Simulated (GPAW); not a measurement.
# GaN (P6_3mc) in GPAW: a series of runs

The runs below take GaN through relaxation of cell and atoms, single point, with r2SCAN+D4, PBE, rSCAN+D3(BJ), PBE+D4.

Program: GPAW 26.7.0. These are calculated values, not measurements. Logs are shortened: lines on timing, memory, paths and dates and some standing lists are left out, and cuts for length are marked. The log counts tension as positive stress, the text compression.

## (1) The crystal as given

It takes space group P6_3mc (No. 186, hexagonal). The conventional cell has a = 3.180 Å, b = 3.180 Å, c = 5.166 Å, α = 90.00°, β = 90.00°, γ = 120.00°. Ga (site symmetry 3m) is surrounded by 4 N at 1.94 to 1.95 Å. Around N (site symmetry 3m) lie 4 Ga at 1.94 to 1.95 Å.

## (2) Relaxation of cell and atoms, r2SCAN+D4, target pressure -2 GPa, at which the enthalpy is minimised

run.py

```python
from ase.calculators.mixing import SumCalculator
from ase.filters import FrechetCellFilter
from ase.io import write
from ase.optimize import BFGS
from ase.spacegroup import crystal
from ase.units import GPa
from dftd4.ase import DFTD4
from gpaw import GPAW, PW

# Ga 2b
# N 2b
atoms = crystal(['Ga', 'N'],
                basis=[[0.6666666667, 0.3333333333, 0.5],
                       [0.6666666667, 0.3333333333, 0.875]],
                spacegroup=186, setting=1,  # P6_3mc
                cellpar=[3.18, 3.18, 5.166, 90.0, 90.0, 120.0],
                primitive_cell=True)

calc = GPAW(mode=PW(800),
            xc='MGGA_X_R2SCAN+MGGA_C_R2SCAN',
            kpts={'size': (7, 7, 4), 'gamma': True},
            occupations={'name': 'fermi-dirac', 'width': 0.05},
            nbands=18,
            convergence={'density': 1e-05, 'energy': 1e-05},
            maxiter=150,
            txt='gpaw.txt')
atoms.calc = SumCalculator([calc, DFTD4(method='r2scan')])
opt = BFGS(FrechetCellFilter(atoms, scalar_pressure=-2 * GPa), trajectory='relax.traj', logfile='-')
done = opt.run(fmax=0.01, steps=40)
calc.write('gs.gpw')
write('result.traj', atoms)
print('Converged:', done)
print('Cell:', atoms.cell.cellpar().round(4))
print('Volume:', round(atoms.get_volume(), 4))
print(atoms.get_scaled_positions().round(5))
```

Potentials or basis: GPAW PAW data sets (gpaw-data 1.2.1), pw.

Started as:

```
$ OMP_NUM_THREADS=1 python run.py
```

gpaw.txt:

```text
__  _  _
 | _ |_)|_||  |
 |__||  | ||/\| - 26.7.0

Input parameters:
  mode=PW(ecut=800.0),
  convergence={'density': 1e-05, 'energy': 1e-05},
  kpts=MonkhorstPack(size=(7, 7, 4), gamma=True),
  maxiter=150,
  nbands=18,
  occupations=Occupations(name='fermi-dirac', width=0.05),
  xc=XC(name='MGGA_X_R2SCAN+MGGA_C_R2SCAN')

Diagonalizing LCAO Hamiltonian
Converting LCAO to pw mode

           N

           Ga
        N

        Ga

Atoms  # Å, Bohr magnetons
|   | symbol |         x |        y |        z |    initial magnetic moments |
|---|--------|-----------|----------|----------|-----------------------------|
| 0 |     Ga |  1.590000 | 0.917987 | 2.583000 | ( 0.0000,  0.0000,  0.0000) |
| 1 |     Ga | -0.000000 | 1.835974 | 0.000000 | ( 0.0000,  0.0000,  0.0000) |
| 2 |      N |  1.590000 | 0.917987 | 4.520250 | ( 0.0000,  0.0000,  0.0000) |
| 3 |      N | -0.000000 | 1.835974 | 1.937250 | ( 0.0000,  0.0000,  0.0000) |

Unit cell  # Å
| periodic |         x |        y |        z |  lengths |     angles |
|----------|-----------|----------|----------|----------|------------|
|      yes |  3.180000 | 0.000000 | 0.000000 | 3.180000 |  90.000000 |
|      yes | -1.590000 | 2.753961 | 0.000000 | 3.180000 |  90.000000 |
|      yes |  0.000000 | 0.000000 | 5.166000 | 5.166000 | 120.000000 |

Number of symmetries: 6
Symmetry operations  # r_c * U_cc + t_c -> r_c
|   | kind |            matrix            |
|---|------|------------------------------|
| 0 |  σ   |  1, 1, 0,  0,-1, 0,  0, 0, 1 |
| 1 |  E   |  1, 0, 0,  0, 1, 0,  0, 0, 1 |
| 2 |  C3  |  0, 1, 0, -1,-1, 0,  0, 0, 1 |
| 3 |  σ   |  0,-1, 0, -1, 0, 0,  0, 0, 1 |
| 4 |  σ   | -1, 0, 0,  1, 1, 0,  0, 0, 1 |
| 5 |  C3  | -1,-1, 0,  1, 0, 0,  0, 0, 1 |

BZ-sampling:
  Number of BZ points: 196
  Number of IBZ points: 28

  Monkhorst-Pack size: [7, 7, 4]
  Monkhorst-Pack shift: [0.0, 0.0, 0.125]

K-points  # in reciprocal-cell coordinates
|     |                                coordinates |     weight |
|-----|--------------------------------------------|------------|
|   0 | (  0.00000000,   0.00000000,   0.00000000) | 0.00510204 |
|   1 | (  0.00000000,   0.00000000,   0.25000000) | 0.01020408 |
|   2 | (  0.00000000,   0.00000000,   0.50000000) | 0.00510204 |
|   3 | (  0.14285714,   0.00000000,  -0.25000000) | 0.03061224 |
|   4 | (  0.14285714,   0.00000000,   0.00000000) | 0.03061224 |
|   5 | (  0.14285714,   0.00000000,   0.25000000) | 0.03061224 |
|   6 | (  0.14285714,   0.00000000,   0.50000000) | 0.03061224 |
|   7 | (  0.28571429,  -0.14285714,   0.00000000) | 0.03061224 |
|   8 | (  0.28571429,  -0.14285714,   0.25000000) | 0.06122449 |
|   9 | (  0.28571429,  -0.14285714,   0.50000000) | 0.03061224 |
| ... |                                            |            |
|  27 | (  0.42857143,   0.42857143,   0.50000000) | 0.03061224 |

Plane wave coefficients: 2352
Cutoff: 800.0 eV

Spin-components: 1 (collinear spins)
Bands:           18
Projectors:      20
Spin-degeneracy: 2
Datatype:        complex128
[... 376 lines left out ...]
Eigenvalues  # (at kpt = [0.000, 0.000, 0.000])
| band index |      eig [eV] | occ [0-2] |
|------------|---------------|-----------|
|          0 |       -10.550 |     2.000 |
|          1 |        -8.219 |     2.000 |
|          2 |        -0.967 |     2.000 |
|          3 |         5.111 |     2.000 |
|          4 |         5.111 |     2.000 |
|          5 |         6.144 |     2.000 |
[... 8 lines left out ...]
|         14 |        18.726 |     0.000 |
|         15 |        18.727 |     0.000 |
|        ... |               |           |
|         17 |        22.028 |     0.000 |

Gap: 2.516 eV
Transition (v -> c):
  (s=0, k=0, n=7, [0.00, 0.00, 0.00]) -> (s=0, k=0, n=8, [0.00, 0.00, 0.00])
No difference between direct/indirect transitions

Stress tensor  # eV/Ang^3
|         x |         y |         z |
|-----------|-----------|-----------|
| -0.034618 | -0.000000 | -0.000000 |
| -0.000000 | -0.034618 | -0.000000 |
| -0.000000 | -0.000000 | -0.040418 |

Forces  # eV/Ang
|        x |        y |        z |
|----------|----------|----------|
| -0.00000 |  0.00000 | -0.08819 |  # Ga   0
|  0.00000 | -0.00000 | -0.08834 |  # Ga   1
| -0.00000 |  0.00000 |  0.08166 |  # N    2
|  0.00000 |  0.00000 |  0.07927 |  # N    3

Diagonalizing LCAO Hamiltonian
Converting LCAO to pw mode

           N

        N  Ga

        Ga

Atoms  # Å, Bohr magnetons
|   | symbol |         x |        y |         z |    initial magnetic moments |
|---|--------|-----------|----------|-----------|-----------------------------|
| 0 |     Ga |  1.602992 | 0.925488 |  2.599490 | ( 0.0000,  0.0000,  0.0000) |
| 1 |     Ga | -0.000000 | 1.850976 | -0.008943 | ( 0.0000,  0.0000,  0.0000) |
| 2 |      N |  1.602992 | 0.925488 |  4.573179 | ( 0.0000,  0.0000,  0.0000) |
| 3 |      N | -0.000000 | 1.850976 |  1.964528 | ( 0.0000,  0.0000,  0.0000) |

Unit cell  # Å
| periodic |         x |         y |         z |  lengths |     angles |
|----------|-----------|-----------|-----------|----------|------------|
|      yes |  3.205984 | -0.000000 |  0.000000 | 3.205984 |  90.000000 |
|      yes | -1.602992 |  2.776463 | -0.000000 | 3.205984 |  90.000000 |
|      yes |  0.000000 | -0.000000 |  5.216859 | 5.216859 | 120.000000 |

Number of symmetries: 2
Symmetry operations  # r_c * U_cc + t_c -> r_c
|   | kind |            matrix            |
|---|------|------------------------------|
| 0 |  E   |  1, 0, 0,  0, 1, 0,  0, 0, 1 |
| 1 |  σ   |  0,-1, 0, -1, 0, 0,  0, 0, 1 |

BZ-sampling:
  Number of BZ points: 196
  Number of IBZ points: 60

  Monkhorst-Pack size: [7, 7, 4]
  Monkhorst-Pack shift: [0.0, 0.0, 0.125]

K-points  # in reciprocal-cell coordinates
|     |                                coordinates |     weight |
|-----|--------------------------------------------|------------|
|   0 | (  0.00000000,   0.00000000,   0.00000000) | 0.00510204 |
|   1 | (  0.00000000,   0.00000000,   0.25000000) | 0.01020408 |
|   2 | (  0.00000000,   0.00000000,   0.50000000) | 0.00510204 |
|   3 | (  0.14285714,  -0.14285714,  -0.25000000) | 0.01020408 |
|   4 | (  0.14285714,  -0.14285714,   0.00000000) | 0.01020408 |
|   5 | (  0.14285714,  -0.14285714,   0.25000000) | 0.01020408 |
|   6 | (  0.14285714,  -0.14285714,   0.50000000) | 0.01020408 |
|   7 | (  0.14285714,   0.00000000,  -0.25000000) | 0.02040816 |
|   8 | (  0.14285714,   0.00000000,   0.00000000) | 0.02040816 |
|   9 | (  0.14285714,   0.00000000,   0.25000000) | 0.02040816 |
| ... |                                            |            |
|  59 | (  0.42857143,   0.42857143,   0.50000000) | 0.01020408 |
[... 618 lines left out ...]
Fermi level: 6.863
Eigenvalues  # (at kpt = [0.000, 0.000, 0.000])
| band index |      eig [eV] | occ [0-2] |
|------------|---------------|-----------|
|          0 |       -10.640 |     2.000 |
|          1 |        -8.418 |     2.000 |
|          2 |        -1.087 |     2.000 |
|          3 |         4.832 |     2.000 |
|          4 |         4.832 |     2.000 |
|          5 |         5.849 |     2.000 |
[... 8 lines left out ...]
|         14 |        18.191 |     0.000 |
|         15 |        18.191 |     0.000 |
|        ... |               |           |
|         17 |        21.575 |     0.000 |

Gap: 2.325 eV
Transition (v -> c):
  (s=0, k=0, n=7, [0.00, 0.00, 0.00]) -> (s=0, k=0, n=8, [0.00, 0.00, 0.00])
No difference between direct/indirect transitions

Stress tensor  # eV/Ang^3
|        x |         y |         z |
|----------|-----------|-----------|
| 0.000582 |  0.000036 |  0.000000 |
| 0.000036 |  0.000623 | -0.000000 |
| 0.000000 | -0.000000 |  0.002396 |

Forces  # eV/Ang
|        x |        y |        z |
|----------|----------|----------|
| -0.00022 |  0.00013 |  0.02122 |  # Ga   0
|  0.00022 | -0.00013 |  0.02120 |  # Ga   1
|  0.00020 | -0.00012 | -0.02890 |  # N    2
| -0.00020 |  0.00012 | -0.02864 |  # N    3

Interpolating wave functions to new cell

           N

        N  Ga

        Ga

Atoms  # Å, Bohr magnetons
|   | symbol |         x |        y |         z |    initial magnetic moments |
|---|--------|-----------|----------|-----------|-----------------------------|
| 0 |     Ga |  1.606482 | 0.927507 |  2.606254 | ( 0.0000,  0.0000,  0.0000) |
| 1 |     Ga |  0.000004 | 1.855007 | -0.005893 | ( 0.0000,  0.0000,  0.0000) |
| 2 |      N |  1.606513 | 0.927489 |  4.576060 | ( 0.0000,  0.0000,  0.0000) |
| 3 |      N | -0.000028 | 1.855026 |  1.963706 | ( 0.0000,  0.0000,  0.0000) |

Unit cell  # Å
| periodic |         x |         y |         z |  lengths |     angles |
|----------|-----------|-----------|-----------|----------|------------|
|      yes |  3.213012 | -0.000024 |  0.000000 | 3.213012 |  90.000001 |
|      yes | -1.606526 |  2.782538 | -0.000000 | 3.213012 |  89.999999 |
|      yes |  0.000000 | -0.000000 |  5.224279 | 5.224279 | 120.000848 |

Number of symmetries: 2
Symmetry operations  # r_c * U_cc + t_c -> r_c
|   | kind |            matrix            |
|---|------|------------------------------|
| 0 |  E   |  1, 0, 0,  0, 1, 0,  0, 0, 1 |
| 1 |  σ   |  0,-1, 0, -1, 0, 0,  0, 0, 1 |

BZ-sampling:
  Number of BZ points: 196
  Number of IBZ points: 60
[... 162 lines left out ...]
Fermi level: 6.876
Eigenvalues  # (at kpt = [0.000, 0.000, 0.000])
| band index |      eig [eV] | occ [0-2] |
|------------|---------------|-----------|
|          0 |       -10.640 |     2.000 |
|          1 |        -8.415 |     2.000 |
|          2 |        -1.090 |     2.000 |
|          3 |         4.833 |     2.000 |
|          4 |         4.834 |     2.000 |
|          5 |         5.848 |     2.000 |
[... 8 lines left out ...]
|         14 |        18.195 |     0.000 |
|         15 |        18.196 |     0.000 |
|        ... |               |           |
|         17 |        21.574 |     0.000 |

Gap: 2.325 eV
Transition (v -> c):
  (s=0, k=0, n=7, [0.00, 0.00, 0.00]) -> (s=0, k=0, n=8, [0.00, 0.00, 0.00])
No difference between direct/indirect transitions

Stress tensor  # eV/Ang^3
|        x |         y |         z |
|----------|-----------|-----------|
| 0.000920 |  0.000031 |  0.000000 |
| 0.000031 |  0.000956 | -0.000000 |
| 0.000000 | -0.000000 |  0.001177 |

Forces  # eV/Ang
|        x |        y |        z |
|----------|----------|----------|
| -0.00024 |  0.00014 | -0.00044 |  # Ga   0
|  0.00024 | -0.00014 | -0.00047 |  # Ga   1
|  0.00015 | -0.00009 | -0.00737 |  # N    2
| -0.00015 |  0.00009 | -0.00732 |  # N    3

# Writing to gs.gpw (mode='')
```

It took 11 min on 1 thread of Intel Xeon Platinum 8488C (Sapphire Rapids), shared host; peak memory 0.6 GiB.

What came out:

| Quantity | Value |
| --- | --- |
| Free energy | -41.8674 eV |
| Relaxed volume | 11.68 Å³/atom |
| Relaxed cell | a = 3.213 Å, b = 3.213 Å, c = 5.224 Å, α = 90.00°, β = 90.00°, γ = 120.00° |
| Space group after relaxing (to 0.05 Å) | P6_3mc (No. 186) |
| Energy change on relaxing (the enthalpy is what falls) | -5.2 meV/atom |
| Ionic steps | 6 |
| Pressure after relaxing | -2.0 GPa |
| Largest force after relaxing | 0.007 eV/Å |
| Band gap on the k mesh | 2.32 eV, direct |
| Dispersion energy per atom | -0.143 eV |

Forces on the atoms (eV/Å):
```
Ga   0.000  0.000 -0.001
Ga   0.000  0.000 -0.001
N    0.000  0.000 -0.007
N    0.000  0.000 -0.006
```

The path:
```
step  energy change (eV)  largest force (eV/Å)  pressure (GPa)  volume (Å³)
   1              0.0000                0.1850            5.19        45.24
   2             -0.0095                0.0890            3.87        45.49
   3             -0.0214                0.1115           -0.80        46.44
   4             -0.0210                0.0856           -1.62        46.61
   5             -0.0207                0.0280           -2.08        46.71
   6             -0.0207                0.0065           -2.05        46.71
```

Final structure:
```cif
data_structure
_symmetry_space_group_name_H-M 'P 1'
_symmetry_Int_Tables_number 1
_cell_length_a 3.2130
_cell_length_b 3.2130
_cell_length_c 5.2243
_cell_angle_alpha 90.000
_cell_angle_beta 90.000
_cell_angle_gamma 120.001
_cell_volume 46.71
loop_
_atom_site_label
_atom_site_type_symbol
_atom_site_fract_x
_atom_site_fract_y
_atom_site_fract_z
_atom_site_occupancy
Ga1 Ga 0.66666 0.33334 0.49887 1
Ga2 Ga 0.33334 0.66666 0.99887 1
N1 N 0.66667 0.33333 0.87592 1
N2 N 0.33333 0.66667 0.37588 1
```

Caveat: the data sets keep Ga 3d, Li 1s and Be 1s frozen, and some such compounds lay over 1.5 % in volume off other programs; later steps reuse the first step's grids; the PAW data sets were made with another functional, which shifts forces and pressure a little.

## (3) Single point, PBE

run.py

```python
from ase.dft.bandgap import bandgap
from ase.io import read, write
from ase.units import GPa
from gpaw import GPAW, PW

atoms = read('GaN.xyz')

calc = GPAW(mode=PW(300),
            xc='PBE',
            kpts={'size': (7, 7, 4), 'gamma': True},
            occupations={'name': 'fermi-dirac', 'width': 0.05},
            nbands=18,
            convergence={'density': 1e-05, 'energy': 1e-05},
            maxiter=75,
            txt='gpaw.txt')
atoms.calc = calc
energy = atoms.get_potential_energy()
forces = atoms.get_forces()
stress = atoms.get_stress()
calc.write('gs.gpw')
write('result.traj', atoms)
print(f'Energy: {energy:.6f} eV')
print('Forces (eV/A):')
print(forces.round(4))
print('Stress (GPa):', (stress / GPa).round(3))
print('Fermi level:', round(calc.get_fermi_level(), 4), 'eV')
print(f'Gap: {bandgap(calc)[0]:.4f} eV, direct: {bandgap(calc, direct=True)[0]:.4f} eV')
```

GaN.xyz

```xyz
4
Lattice="3.1800000000 0.0000000000 0.0000000000 -1.5900000000 2.7539607840 0.0000000000 0.0000000000 0.0000000000 5.1660000000" Properties=species:S:1:pos:R:3 pbc="T T T"
Ga     1.5900000002      0.9179869279      2.5830000000
Ga    -0.0000000002      1.8359738561      0.0000000000
N      1.5900000002      0.9179869279      4.5202500000
N     -0.0000000002      1.8359738561      1.9372500000
```

Potentials or basis: GPAW PAW data sets (gpaw-data 1.2.1), pw.

Started as:

```
$ OMP_NUM_THREADS=1 python run.py
```

Run time: 6.2 s. Hardware: 1 thread of Intel Xeon Platinum 8488C (Sapphire Rapids), shared host; peak memory 0.13 GiB.

These settings aren't checked as converged: the numbers below hold their error.

What came out:

```yaml
Free_energy: -13.7012 eV
Pressure: -46.8 GPa
Largest_force: 0.238 eV/Å
Band_gap_on_the_k_mesh: 1.10 eV, direct
```

Caveat: the cutoff is short for stress and forces, so pressures can be off by a GPa or more; the data sets keep Ga 3d, Li 1s and Be 1s frozen, and some such compounds lay over 1.5 % in volume off other programs; a pressure of tens of GPa on the cell as given is suspect, and the run, the potentials or the cell itself is likely at fault.

[end of part 1 of 2]
